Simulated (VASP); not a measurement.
Runs of VASP 6.6.1 on GaN. Symmetry: F-43m, No. 216, cubic system. The conventional cell has a = 4.494 Å, b = 4.494 Å, c = 4.494 Å, α = 90.00°, β = 90.00°, γ = 90.00°. Ga (site symmetry -43m) has 4 N at 1.95 Å as nearest neighbours. N (site symmetry -43m) is surrounded by 4 Ga at 1.95 Å. The cell is a database's computed one.

```tsv
level	potentials or basis	k mesh	cutoff (eV)	smearing	gap on the mesh (eV)	pressure (GPa)
PBEsol	VASP PAW PBE potentials, release 64 (Ga_d, N)	16 × 16 × 16	520	gaussian 0.02 eV	1.74	0.2
PBEsol	VASP PAW PBE potentials, release 64 (Ga_d, N)	10 × 10 × 10	700	gaussian 0.02 eV	1.74	(a)
PBEsol	VASP PAW PBE potentials, release 64 (Ga_h, N_h)	10 × 10 × 10	900	gaussian 0.02 eV	1.72	0.6
r2SCAN	VASP PAW PBE potentials, release 64 (Ga_d, N)	10 × 10 × 10	520	gaussian 0.02 eV	2.17	(b)
PBEsol	VASP PAW PBE potentials, release 64 (Ga_d, N)	10 × 10 × 10	520	gaussian 0.5 eV	1.74	0.2
```

Alike in all rows: task single point; no spin polarisation; cell as given.

Fill in the values left out.

(a) 0.1; (b) 1.6.

Caveats: the PAW data sets were made with another functional, which shifts forces and pressure a little; the cutoff is under 1.25 times the usual one of these potentials, so pressure, stress and relaxed cells hold a basis-set (Pulay) error (some runs).

A k mesh can miss the band edges, and the runs leave out spin-orbit coupling on Ga.

Not every run made on this cell is shown here.
